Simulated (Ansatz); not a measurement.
**SnO2: biaxial strain in the a-b plane**

A series on SnO2: biaxial strain in the a-b plane, -4.5 to +4.5 %; the length and tilt of c and the atoms relax. Wanted: energy, stress and any gap along the series.

Computed with Ansatz 0.2.0 (DFT r2SCAN, scalar-relativistic, plane waves, PAW, unless a step's input says otherwise).

2 further runs of the same task are left out: 2 set aside as unsound or not needed.

## 1. The system as given

Symmetry: P4_2/mnm, No. 136, tetragonal system. Conventional cell: a = 4.759 Å, b = 4.759 Å, c = 3.201 Å, α = 90.00°, β = 90.00°, γ = 90.00°. Around Sn (site symmetry mmm) lie 6 O at 2.06 to 2.07 Å. O (site symmetry m2m) has 3 Sn at 2.06 to 2.07 Å as nearest neighbours.

Coordinates:

```
Sn O
1.0
     4.75920    0.00000    0.00000
     0.00000    4.75920    0.00000
     0.00000    0.00000    3.20127
Sn O
2 4
Direct
  0.50000 0.50000 0.50000
  0.00000 0.00000 0.00000
  0.19406 0.80594 0.50000
  0.80594 0.19406 0.50000
  0.30594 0.30594 0.00000
  0.69406 0.69406 0.00000
```

It goes back to an entry of the Materials Project.

This cell was relaxed beforehand with the same method: volume 12.08 Å³/atom, gap on the mesh 1.77 eV.

The unstrained cell comes from an earlier run at this level (6 atoms, E(σ→0) -14352.4279 eV, gap 1.77 eV over the zone).

## 2. At -1.5 %

input.yaml

```yaml
crystal:
  lattice:
    - [4.6878125568, 0.0, 0.0]
    - [0.0, 4.6878125568, 0.0]
    - [0.0, 0.0, 3.2300813934]
  atoms:
    - { symbol: Sn, position: [0.5, 0.5, 0.5] }
    - { symbol: Sn, position: [0.0, 0.0, 0.0] }
    - { symbol: O, position: [0.1940616415, 0.8059383585, 0.5] }
    - { symbol: O, position: [0.8059383585, 0.1940616415, 0.5] }
    - { symbol: O, position: [0.3059383585, 0.3059383585, 0.0] }
    - { symbol: O, position: [0.6940616415, 0.6940616415, 0.0] }
basis:
  ecutwfc: 500
kpoints:
  mp_grid: { grid: [6, 6, 8] }
hamiltonian:
  xc: r2scan
scf:
  occupations: { method: gaussian, width: 0.02 }
output:
  forces: true
  stress: true
  eigenvalues: true
relax:
  adjacent_minimum: "off"
  f_tol: 0.008
  max_steps: 40
  cell: { stress_tol: 0.015, fix: [a, b, gamma] }
```

Run with:

```console
ansatz run input.yaml --threads 1 --pin off --max-ram 2560MiB --backend cpu --events-out ev --progress --plain --runs-dir out
```

Further runs follow: the gap over the whole zone at -1.5 %; At +1.5 %; seeking the band edges at +1.5 %; strain -3.0 %; band edges over the zone at -3.0 %; the cell strained by +3.0 %; band edges over the zone at +3.0 %; the cell strained by -4.5 %; seeking the band edges at -4.5 %; strain +4.5 %; the gap over the whole zone at +4.5 %.

What does the calculation give? Wanted: (1/V) d²E/dε² at zero strain, cubic fit; strain of the free axis c per applied strain; gap shift, negative and positive side.

The runs gave:

| quantity | value |
| --- | --- |
| largest energy cost | 53.9 meV/atom at -4.5 % |
| (1/V) d²E/dε² at zero strain, cubic fit | 638 GPa |
| strain of the free axis c per applied strain | -0.70 |
| gap shift, negative and positive side | -105, -97 meV per % |

In words: The curvature of the energy, 638 GPa, is twice the biaxial modulus. Compression by 4.5 % costs 53.9 meV/atom and stretching 43.7. The free axis c moves against the applied strain (factor -0.70). The gap runs from 2.25 eV at -4.5 % through 1.77 to 1.39 eV at +4.5 %.

Spin-orbit coupling is left out, though the cell holds Sn; it can move the gap.
